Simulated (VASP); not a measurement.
Here is a VASP 6.6.1 calculation.

INCAR

```
PREC = Accurate
ENCUT = 520
EDIFF = 1E-6
ISMEAR = 0
SIGMA = 0.05
LREAL = False
LASPH = True
NELM = 100
ALGO = Fast
ISIF = 2
LWAVE = False
LCHARG = True
GGA = PE
IVDW = 12
LELF = True
LVHAR = True
NBANDS = 16
```

KPOINTS

```
Automatic mesh
0
Gamma
  9 9 6
```

The input POSCAR:

```
CdS
1.0
    4.2611695877      0.0000000000      0.0000000000
   -2.1305847939      3.6902811128      0.0000000000
    0.0000000000      0.0000000000      5.8041729400
Cd S
1 1
Direct
    0.0609709648      0.1219419297      0.4426919200
    0.6666666667      0.3333333333      0.4343080800
```

Potentials or basis: VASP PAW PBE potentials, release 64 (Cd, S).

The run is started by

```sh
$ cat potpaw_PBE.64/Cd/POTCAR potpaw_PBE.64/S/POTCAR > POTCAR
$ mpirun -np 1 vasp_std > vasp.out
```

**Question.** What does it give for the largest force?

**Answer.** 1.708 eV/Å.

**Question.** What does it give for the dispersion energy per atom?

**Answer.** -0.155 eV.

**Question.** Estimate the band gap on the k mesh.

**Answer.** 1.47 eV, indirect (least direct gap 1.49 eV).

Forces on the atoms (eV/Å):
```
Cd   0.000 -1.707  0.053
S    0.000  1.707 -0.053
```

Caveat: an odd mesh through Γ misses points on the zone boundary, where band edges often lie; forces of over 1 eV/Å show positions far from the minimum, so gaps and moduli don't describe the material at rest.
